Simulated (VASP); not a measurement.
# KBr (strained zincblende): a PBE single-point calculation in VASP

INCAR

```
LASPH = .TRUE.
ENCUT = 520
LWAVE = .FALSE.
NELM = 120
NSW = 0
NBANDS = 15
ISMEAR = -1
LCHARG = .FALSE.
ISIF = 2
IBRION = -1
PREC = Accurate
EDIFF = 1E-7
GGA = PE
SIGMA = 0.02
LREAL = .FALSE.
```

KPOINTS

```
KPOINTS created by Atomic Simulation Environment
0
Gamma
6 6 6
0 0 0
```

KPOINTS_OPT

```
special points
7
Reciprocal
0.0000000000 0.0000000000 0.0000000000 1
-0.5000000000 -0.5000000000 0.0000000000 1
-0.3750000000 -0.3750000000 0.2500000000 1
-0.3750000000 0.0000000000 0.3750000000 1
0.0000000000 0.0000000000 0.5000000000 1
-0.5000000000 -0.2500000000 0.2500000000 1
0.2708330000 0.2708330000 -0.4375000000 1
```

POSCAR

```
K  Br
 1.0000000000000000
     0.0000000000000000    3.6145333083000000    3.8232348650999999
     3.6145333083000000    0.0000000000000000    3.8232348650999999
     3.6145333083000000    3.6145333083000000    0.0000000000000000
 K   Br
   1   1
Cartesian
  0.0000000000000000  0.0000000000000000  0.0000000000000000
  1.8072666541500000  1.8072666541500000  1.9116174325499999
```

VASP ran with the recommended PBE PAW datasets (16 valence electrons in the cell).

Command

```
mpirun -np 1 vasp_std
```

OSZICAR

```
N       E                     dE             d eps       ncg     rms          rms(c)
DAV:   1     0.990252273491E+02    0.99025E+02   -0.64498E+03   900   0.892E+02
DAV:   2     0.150275587600E+01   -0.97522E+02   -0.90949E+02  1180   0.214E+02
DAV:   3    -0.602963535685E+01   -0.75324E+01   -0.74985E+01  1250   0.529E+01
DAV:   4    -0.635292801177E+01   -0.32329E+00   -0.32317E+00  1519   0.978E+00
DAV:   5    -0.635440098539E+01   -0.14730E-02   -0.14730E-02  1243   0.716E-01    0.318E+00
DAV:   6    -0.604395276947E+01    0.31045E+00   -0.40774E-01  1173   0.267E+00    0.224E+00
DAV:   7    -0.600873850187E+01    0.35214E-01   -0.20580E-01  1243   0.212E+00    0.110E+00
DAV:   8    -0.602957774306E+01   -0.20839E-01   -0.24921E-02  1192   0.102E+00    0.199E-01
DAV:   9    -0.603145297705E+01   -0.18752E-02   -0.11989E-03  1124   0.195E-01    0.134E-01
DAV:  10    -0.603356658850E+01   -0.21136E-02   -0.17790E-03   935   0.226E-01    0.341E-02
DAV:  11    -0.603360048164E+01   -0.33893E-04   -0.96262E-05  1126   0.648E-02    0.990E-03
DAV:  12    -0.603361564935E+01   -0.15168E-04   -0.18397E-05   949   0.317E-02    0.626E-03
DAV:  13    -0.603361600838E+01   -0.35903E-06   -0.13736E-06  1266   0.667E-03    0.138E-03
DAV:  14    -0.603361611360E+01   -0.10521E-06   -0.21817E-07   927   0.301E-03    0.706E-04
DAV:  15    -0.603361615810E+01   -0.44508E-07   -0.10053E-08   940   0.780E-04
   1 F= -.60336162E+01 E0= -.60336162E+01  d E =-.596042E-11
       N       E                     dE             ncg
DAV:   1     0.698363794274E+02   -0.30997E+04      210
DAV:   2    -0.569657329779E+03   -0.63949E+03      252
DAV:   3    -0.618132592299E+03   -0.48475E+02      301
DAV:   4    -0.620857896024E+03   -0.27253E+01      346
DAV:   5    -0.620873174182E+03   -0.15278E-01      294
DAV:   6    -0.620873531122E+03   -0.35694E-03      292
DAV:   7    -0.620873534560E+03   -0.34386E-05      317
DAV:   8    -0.620873534639E+03   -0.78476E-07      258
```

From OUTCAR

```
k-points           NKPTS =     30   k-points in BZ     NKDIM =     30   number of bands    NBANDS=     15

   NELECT =      16.0000    total number of electrons

   dimension x,y,z NGX =    40 NGY =   40 NGZ =   40
   dimension x,y,z NGXF=    80 NGYF=   80 NGZF=   80

  energy-cutoff  :      520.00
  volume of cell :       99.90
      direct lattice vectors                 reciprocal lattice vectors
     0.000000000  3.614533308  3.823234865    -0.138330445  0.138330445  0.130779305
     3.614533308  0.000000000  3.823234865     0.138330445 -0.138330445  0.130779305
     3.614533308  3.614533308  0.000000000     0.138330445  0.138330445 -0.130779305

 k-points in reciprocal lattice and weights: KPOINTS created by Atomic Simulation Env
   0.00000000  0.00000000  0.00000000       0.005
   0.16666667  0.00000000  0.00000000       0.037
   0.33333333  0.00000000  0.00000000       0.037
   0.50000000  0.00000000  0.00000000       0.019
   0.16666667  0.16666667  0.00000000       0.009
   0.33333333  0.16666667  0.00000000       0.037
   0.50000000  0.16666667  0.00000000       0.037
  -0.33333333  0.16666667  0.00000000       0.037
   ...

 E-fermi :  -2.5954

 k-point     1 :       0.0000    0.0000    0.0000
  band No.  band energies     occupation
      1     -30.9011      2.00000
      2     -14.9954      2.00000
      3     -14.4012      2.00000
      4     -14.4012      2.00000
      5     -14.3941      2.00000
      6      -3.1541      2.00000
      7      -3.1224      2.00000
      8      -3.1224      2.00000
      9       1.1648      0.00000
     10       5.3080      0.00000
     11       5.6889      0.00000
     12       6.3503      0.00000
     13       6.5664      0.00000
     14       6.5664      0.00000
     15       7.0280      0.00000

 k-point     2 :       0.1667    0.0000    0.0000
  band No.  band energies     occupation
      1     -30.9007      2.00000
      2     -15.0560      2.00000
      3     -14.4025      2.00000
      4     -14.3988      2.00000
      5     -14.3314      2.00000
      6      -3.2525      2.00000
      7      -3.1430      2.00000
      8      -3.1143      2.00000
      9       1.5968      0.00000
     10       5.1057      0.00000
     11       5.3882      0.00000
     12       6.1288      0.00000
     13       6.4820      0.00000
     14       6.9316      0.00000
     15       6.9859      0.00000

 k-point     3 :       0.3333    0.0000    0.0000
  band No.  band energies     occupation
      1     -30.9000      2.00000
      2     -15.1512      2.00000
      3     -14.4052      2.00000
      4     -14.4027      2.00000
      5     -14.2240      2.00000
      6      -3.4397      2.00000
      7      -3.1468      2.00000
      8      -3.0989      2.00000
      9       2.5640      0.00000
     10       4.8081      0.00000
     11       5.0136      0.00000
     12       5.1991      0.00000
     13       6.4962      0.00000
     14       6.6533      0.00000
     15       6.7539      0.00000

 k-point     4 :       0.5000    0.0000    0.0000
  band No.  band energies     occupation
      1     -30.8996      2.00000
      2     -15.1909      2.00000
      3     -14.4065      2.00000
      4     -14.4046      2.00000
      5     -14.1782      2.00000
      6      -3.5160      2.00000
      7      -3.1486      2.00000
      8      -3.0915      2.00000
      9       3.4144      0.00000
     10       3.8731      0.00000
     11       4.9951      0.00000
     12       5.2034      0.00000
     13       6.4017      0.00000
     14       6.5845      0.00000
     15       7.0414      0.00000

 k-point     5 :       0.1667    0.1667    0.0000
  band No.  band energies     occupation
      1     -30.9006      2.00000
      2     -15.0789      2.00000
      3     -14.4046      2.00000
      4     -14.4046      2.00000
      5     -14.2982      2.00000
      6      -3.2895      2.00000
      7      -3.1180      2.00000
      8      -3.1180      2.00000
      9       1.6996      0.00000
     10       4.5074      0.00000
     11       5.8878      0.00000
     12       6.1919      0.00000
     13       6.7761      0.00000
     14       6.7761      0.00000
     15       6.9760      0.00000

 k-point     6 :       0.3333    0.1667    0.0000
  band No.  band energies     occupation
      1     -30.9001      2.00000
      2     -15.1569      2.00000
      3     -14.4085      2.00000
      4     -14.4076      2.00000
      5     -14.2076      2.00000
      6      -3.4117      2.00000
      7      -3.1464      2.00000
      8      -3.1079      2.00000
      9       2.4487      0.00000
     10       4.1912      0.00000
     11       5.3770      0.00000
     12       5.7793      0.00000
     13       6.6292      0.00000
     14       6.6932      0.00000
     15       6.9671      0.00000

 k-point     7 :       0.5000    0.1667    0.0000
  band No.  band energies     occupation
      1     -30.8995      2.00000
      2     -15.2057      2.00000
      3     -14.4135      2.00000
      4     -14.4086      2.00000
      5     -14.1500      2.00000
      6      -3.4723      2.00000
      7      -3.2058      2.00000
      8      -3.0945      2.00000
      9       3.3506      0.00000
     10       3.9061      0.00000
     11       4.8922      0.00000
     12       5.4259      0.00000
     13       6.5312      0.00000
     14       6.8438      0.00000
     15       7.0081      0.00000

 k-point     8 :      -0.3333    0.1667    0.0000
  band No.  band energies     occupation
      1     -30.8996      2.00000
      2     -15.1894      2.00000
      3     -14.4128      2.00000
      4     -14.4065      2.00000
      5     -14.1715      2.00000
      6      -3.4511      2.00000
      7      -3.2224      2.00000
      8      -3.0905      2.00000
      9       3.1671      0.00000
     10       4.2814      0.00000
     11       4.9714      0.00000
     12       5.0545      0.00000
     13       6.6882      0.00000
     14       6.8158      0.00000
     15       6.8780      0.00000

 k-point     9 :      -0.1667    0.1667    0.0000
  band No.  band energies     occupation
      1     -30.9002      2.00000
      2     -15.1194      2.00000
      3     -14.4045      2.00000
      4     -14.4035      2.00000
      5     -14.2582      2.00000
      6      -3.3613      2.00000
      7      -3.1811      2.00000
      8      -3.1002      2.00000
      9       2.2342      0.00000
     10       5.0053      0.00000
     11       5.0236      0.00000
     12       5.6155      0.00000
     13       6.4641      0.00000
     14       6.7646      0.00000
     15       7.1028      0.00000

 k-point    10 :       0.3333    0.3333    0.0000
  band No.  band energies     occupation
      1     -30.8998      2.00000
      2     -15.2018      2.00000
      3     -14.4114      2.00000
      4     -14.4114      2.00000
      5     -14.1506      2.00000
      6      -3.5001      2.00000
      7      -3.1082      2.00000
      8      -3.1082      2.00000
      9       2.7427      0.00000
     10       3.8900      0.00000
     11       5.2149      0.00000
     12       6.4088      0.00000
     13       6.5350      0.00000
     14       6.5350      0.00000
     15       7.3295      0.00000

 k-point    11 :       0.5000    0.3333    0.0000
  band No.  band energies     occupation
      1     -30.8994      2.00000
      2     -15.2360      2.00000
      3     -14.4174      2.00000
      4     -14.4128      2.00000
      5     -14.1063      2.00000
      6      -3.5182      2.00000
      7      -3.1708      2.00000
      8      -3.1001      2.00000
      9       3.0559      0.00000
     10       4.0042      0.00000
     11       5.2063      0.00000
     12       5.9670      0.00000
     13       6.5703      0.00000
     14       6.7811      0.00000
     15       6.8470      0.00000

 k-point    12 :      -0.3333    0.3333    0.0000
  band No.  band energies     occupation
      1     -30.8993      2.00000
      2     -15.2295      2.00000
      3     -14.4218      2.00000
      4     -14.4103      2.00000
      5     -14.1135      2.00000
      6      -3.4139      2.00000
      7      -3.3111      2.00000
      8      -3.0915      2.00000
      9       3.3679      0.00000
     10       4.0817      0.00000
     11       5.0211      0.00000
     12       5.3686      0.00000
     13       6.5215      0.00000
     14       6.9488      0.00000
     15       7.0925      0.00000

 k-point    13 :       0.5000    0.5000    0.0000
  band No.  band energies     occupation
      1     -30.8993      2.00000
      2     -15.2516      2.00000
      3     -14.4149      2.00000
      4     -14.4149      2.00000
      5     -14.0885      2.00000
      6      -3.5840      2.00000
      7      -3.1028      2.00000
      8      -3.1028      2.00000
      9       2.9037      0.00000
     10       4.0458      0.00000
     11       5.6407      0.00000
     12       6.3052      0.00000
     13       6.3547      0.00000
     14       6.3547      0.00000
     15       6.8032      0.00000

 ...

  Total        0.1992848      0.1992848      0.1745888      0.0000000      0.0000000      0.0000000
  in kB        3.1960929      3.1960929      2.8000229      0.0000000      0.0000000      0.0000000
  external PRESSURE =       3.0640696 kB  Pullay stress =       0.0000000 kB

 POSITION                                       TOTAL-FORCE (eV/Angst)
 -----------------------------------------------------------------------------------
      0.00000      0.00000      0.00000         0.000000      0.000000      0.000000
      1.80727      1.80727      1.91162        -0.000000     -0.000000     -0.000000
 -----------------------------------------------------------------------------------
    total drift:                               -0.000000     -0.000000     -0.000000

  FREE ENERGIE OF THE ION-ELECTRON SYSTEM (eV)
  ---------------------------------------------------
  free  energy   TOTEN  =        -6.0336161581 eV

  energy  without entropy=       -6.0336161581  energy(sigma->0) =       -6.03361616
```

The gap between bands v and c is 4.25 eV, the least direct gap is 4.29 eV and the pressure is 0.3 GPa.

Band v is the last that the valence electrons fill when counted band by band, and c is the next.

The run took about 50 s on one core of a shared host (Intel Xeon Platinum 8488C) and held 0.28 GiB at most.
